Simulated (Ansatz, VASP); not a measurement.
## Al: programs and potentials compared

The starting cell:

```
Al
1.0
     0.00000    2.02481    2.02481
     2.02481    0.00000    2.02481
     2.02481    2.02481    0.00000
Al
1
Direct
  0.00000 0.00000 0.00000
```

Alike in all runs: task relaxation of cell and atoms; functional PBE; dispersion D4; k mesh 11 × 11 × 11; occupations fermi-dirac, width 0.05 eV; no spin polarisation; no spin-orbit coupling.

```
                        program and potentials  plane-wave cutoff (eV)  notes  equilibrium volume (Å³/atom)
                            Ansatz, Ansatz PAW                     420      -                         15.87
Ansatz, all-electron LAPW, scalar-relativistic                       -      -                         15.86
                VASP, PBE PAW files Al, 600 eV                     600      -                         15.86
```

The equilibrium volume spans 15.86 (VASP, PBE PAW files Al, 600 eV) to 15.87 Å³/atom (Ansatz, Ansatz PAW), with all-electron results at 15.86. Relaxations stop with a little pressure left, so the last digit of a volume isn't settled.

The functional is the same throughout but for its coding, so the spread measures potentials, basis and numerics; runs on potential files found faulty are left out.
